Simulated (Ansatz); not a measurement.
The system is CsPbBr3.

```xyz
5
Lattice="5.8700 0.0000 0.0000 0.0000 5.8700 0.0000 0.0000 0.0000 5.8700" Properties=species:S:1:pos:R:3 pbc="T T T"
Pb    2.9350    2.9350    2.9350
Cs    0.0000    0.0000    0.0000
Br    2.9350    2.9350    0.0000
Br    2.9350    0.0000    2.9350
Br    0.0000    2.9350    2.9350
```

Measurements of this composition are mostly on another form, of space group No. 62.

| Item | Value |
| --- | --- |
| Program | Ansatz 0.2.0 |
| Task | relaxation of cell and atoms |
| Functional | PBE |
| Potentials or basis | Ansatz PAW |
| Cutoff | 420 eV (not typed: the program's choice for these potentials) |
| k mesh | 5 × 5 × 5 |
| Occupations | fermi-dirac, width 0.05 eV |
| Spin | no spin polarisation |

At the start: volume 40.45 Å³/atom.

Task: Where does the relaxation end?

Result: It ends after 5 steps and the volume is 43.17 Å³/atom (+6.7 %); space group Pm-3m (No. 221, to 0.05 Å).

The path:
```
step  energy change (eV)  largest force (eV/Å)  volume (Å³)
   1              0.0000                0.0000       202.26
   2             -0.0455                0.0000       209.91
   3             -0.0552                0.0000       215.23
   4             -0.0553                0.0000       215.87
   5             -0.0559                0.0000       215.87
```

Final structure:
```xyz
5
Lattice="5.9988 0.0000 0.0000 0.0000 5.9988 0.0000 0.0000 0.0000 5.9988" Properties=species:S:1:pos:R:3 pbc="T T T"
Pb    2.9994    2.9994    2.9994
Cs    0.0000    0.0000    0.0000
Br    2.9994    2.9994    0.0000
Br    2.9994    0.0000    2.9994
Br    0.0000    2.9994    2.9994
```

Caveat: the plane-wave basis is chosen anew once the cell has moved, so the energies of steps on either side of that aren't comparable.
